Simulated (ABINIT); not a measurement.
Runs of ABINIT 10.8.3 (patched build) on MoS2. It takes space group R3m (No. 160, trigonal). The conventional cell has a = 3.160 Å, b = 3.160 Å, c = 18.450 Å, α = 90.00°, β = 90.00°, γ = 120.00°. Mo (site symmetry 3m) is surrounded by 6 S at 2.39 Å. S (site symmetry 3m) has 3 Mo at 2.39 Å as nearest neighbours. S (site symmetry 3m) is surrounded by 3 Mo at 2.39 Å. Measurements of this composition are mostly on another form, of space group No. 194.

| task | level | potentials or basis | k mesh | cutoff (eV) | smearing | electron-positron correlation | fine-grid cutoff | stop of the response cycle (tolvrs) | acoustic sum rule (asr) | gap on the mesh (eV) | largest force (eV/Å) |
| --- | --- | --- | --- | --- | --- | --- | --- | --- | --- | --- | --- |
| positron lifetime | LDA | JTH PAW LDA v2.0 | 7 × 7 × 7 | 408 | fermi-dirac 0.05 eV | Boronski-Nieminen GGA | 816.342 eV | - | - | (a) | 0.11 |
| single point | PBEsol | PseudoDojo NC SR PBEsol v0.4.1 standard | 8 × 8 × 8 | 980 | fermi-dirac 0.05 eV | - | - | - | - | 0.99 | 0.27 |
| dielectric tensor | PBEsol | Ansatz PAW PBE default generated set, frozen core | 8 × 8 × 8 | 327 | fixed | - | 653.073 eV | 1e-08 | 1 | - | 0.27 |
| single point | PBEsol | Ansatz PAW PBE default generated set, frozen core | 8 × 8 × 8 | 327 | fermi-dirac 0.05 eV | - | 653.073 eV | - | - | 0.98 | 0.27 |

Alike in all rows: no spin polarisation; cell as given.

Estimate the missing entries.

(a) 1.00.

Caveats: the PAW data sets were made with another functional, which shifts forces and pressure a little (some runs); the atomic spheres overlap (some runs); the PAW basis is incomplete for the positron (some runs); an odd mesh through Γ misses points on the zone boundary, where band edges often lie (some runs).

A k mesh can miss the band edges, and the runs leave out spin-orbit coupling on Mo.
